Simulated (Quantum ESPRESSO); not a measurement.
## C: phonons at points of the zone under several settings

```xyz
2
Lattice="0.0000 1.7834 1.7834 1.7834 0.0000 1.7834 1.7834 1.7834 0.0000" Properties=species:S:1:pos:R:3 pbc="T T T"
C     2.6751    2.6751    2.6751
C     1.7834    1.7834    1.7834
```

This isn't the form of C at room conditions, which is graphite.

All runs used Quantum ESPRESSO 7.5; potentials GBRV 1.5 PBE; k mesh 12 × 12 × 12, shifted; relaxed cell; no spin polarisation; cutoff 612 eV; occupations smeared at first, fixed for the response.

| level | point | frequencies (cm⁻¹) |
| --- | --- | --- |
| PBE | Γ (0.000, 0.000, 0.000) | 0 0 0 1294 1294 1294 |
| PBE | L (0.500, 0.500, 0.500) | 547 547 1044 1198 1198 1246 |
| PBE | K (0.375, 0.375, 0.750) | 746 969 1000 1052 1083 1223 |
| PBE | W (0.500, 0.250, 0.750) | ? |

Task: What stands in the row left open?

Result: Frequencies 910 910 990 990 1154 1154 cm⁻¹.
